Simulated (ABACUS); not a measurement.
BP in ABACUS: the effect of functional

BP:

```
P B
1.0
     0.00000    2.22268    2.22268
     2.22268    0.00000    2.22268
     2.22268    2.22268    0.00000
P B
1 1
Direct
  0.75000 0.75000 0.75000
  0.00000 0.00000 0.00000
```

The cell isn't the ideal one: volume scaled by 0.94.

Alike in all runs:

```yaml
Program: ABACUS 3.10.1
Task: equation of state
Potentials_or_basis: SG15 ONCV 1.2 PBE
Cutoff: 1034 eV
Density_cutoff: 4136 eV
Basis: plane waves
k_mesh: 7 × 7 × 7
Occupations: fermi-dirac, width 0.05 eV
Spin: no spin polarisation
```

Problem. One run gave: gap on the mesh 1.30 eV; pressure 12.3 GPa. Which functional did it use?
A. LDA
B. TPSS
C. r2SCAN
D. PBEsol
E. WC

Solution. B.

```csv
functional,gap on the mesh (eV),pressure (GPa)
LDA,1.02,10.4
PBEsol,1.04,10.2
PW91,1.22,11.7
WC,1.08,10.2
r2SCAN,1.33,11.0
TPSS,1.30,12.3
```

Caveats: the potentials were made for another functional, which shifts forces and pressure; an odd mesh through Γ misses points on the zone boundary, where band edges often lie.

Runs at the PBE level aren't shown here.
